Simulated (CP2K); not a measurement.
# Ir under changes of volume

One of the cells (14.059 Å³/atom); the others are scaled copies at fixed shape and fractional positions:

```
Ir
1.0
     2.70907    0.00000    0.00000
     1.35453    2.34612    0.00000
     1.35453    0.78204    2.21194
Ir
1
Direct
  0.00000 0.00000 0.00000
```

| Item | Value |
| --- | --- |
| Program | CP2K 2026.2 |
| Functional | LDA |
| Potentials or basis | GTH_POTENTIALS Ir GTH-PADE-q17; TZVP-MOLOPT-PBE-GTH basis |
| Density cutoff | 6123 eV |
| k mesh | 12 × 12 × 12 |
| Occupations | fermi-dirac, width 0.1 eV |
| Spin | no spin polarisation |

| volume (Å³/atom) | energy over the lowest point (meV/atom) | pressure (GPa) |
| --- | --- | --- |
| 13.215 | 0.00 | 2.3 |
| 13.496 | 3.04 | -5.2 |
| 13.778 | 18.78 | -12.2 |
| 14.059 | 46.31 | -18.6 |
| 14.340 | 84.71 | -24.5 |
| 14.621 | 133.09 | -30.0 |
| 14.902 | ? | ? |

**Question.** What does the run at 14.902 Å³/atom give?

**Answer.** Energy over the lowest point 190.62 meV/atom; pressure -34.9 GPa.

Worked out: A Birch-Murnaghan fit of order 3 (a polynomial in V^(-2/3)) to the other rows has its minimum at 13.29 Å³/atom with B0 = V·E''(V) = 363 GPa (rough, since the energies scatter). It gives 190.78 meV/atom at 14.902 Å³/atom, against the run's 190.62, and -dE/dV = -35.4 GPa, against -34.9.

Energies are extrapolated to zero smearing.

Caveats: the basis of atomic orbitals isn't converged, which shifts pressures, moduli and gaps.
